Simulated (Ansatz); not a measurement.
# Ionic part of the dielectric constant of BeS at 9 GPa, mode by mode

The calculation used DFT PBEsol, scalar-relativistic, plane waves, PAW (Ansatz). Settings: 420 eV plane-wave cutoff, Γ-centred 8×8×8 mesh, fixed occupations. No spin polarisation. Phonons by linear response, acoustic sum rule imposed.

It takes space group F-43m (No. 216, cubic). The conventional cell has a = 4.711 Å, b = 4.711 Å, c = 4.711 Å, α = 90.00°, β = 90.00°, γ = 90.00°. Be (site symmetry -43m) is surrounded by 4 S at 2.04 Å. Around S (site symmetry -43m) lie 4 Be at 2.04 Å.

The primitive cell has V = 26.14 Å³ and ε∞,yy = 5.544. Each polar mode adds Δε = (4.92064×10⁷/V)·S/ν² along y, with S its oscillator strength in e²/amu, ν in cm⁻¹ and V in Å³.

Q: From these modes, find each Δε and ε0,yy.
| ν (cm⁻¹) | S_yy (e²/amu) |
| --- | --- |
| 644.9 | 0.3134 |

A:
```tsv
ν (cm⁻¹)	Δε
644.9	1.42
```

The sum is 1.418, so ε0,yy = 6.96; the run's tensor has 6.96.

Q: Where do the longitudinal modes lie for a wave vector along y?

A: At 723 cm⁻¹. The Lyddane–Sachs–Teller product Π(ν_LO/ν_TO)² = 1.26 matches ε0/ε∞ = 1.26.

Cost: 1 run of about 0.15 core-minutes, on Intel Xeon 6975P-C (Granite Rapids) (shared hosts).